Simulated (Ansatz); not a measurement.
System: zinc-blende ZnTe. Method: r²SCAN+SOC in Ansatz (PAW).

Settings: plane-wave cutoff 560 eV, 10×10×10 k mesh, Fermi–Dirac smearing 0.01 eV, PAW data made under PBE.

The cell has the measured lattice: a = b = c = 6.0890 Å, α = β = γ = 90.00°.

### Question
Estimate the band gap that the calculation returns.

### Answer

band gap: 1.58 eV (direct)

Measured, for comparison: band gap 2.43 eV (zero-point renormalisation of 40 meV (experimental, the table's column) added back here, direct; inputs from Miglio et al. (2020), arXiv:2011.12765). Computed (rounded) less measured: band gap -0.85 eV.

Note: cell and atoms aren't relaxed at this level (pressure 0.7 GPa).

Static lattice: no zero-point or thermal effects.

Ansatz is a first-principles code.
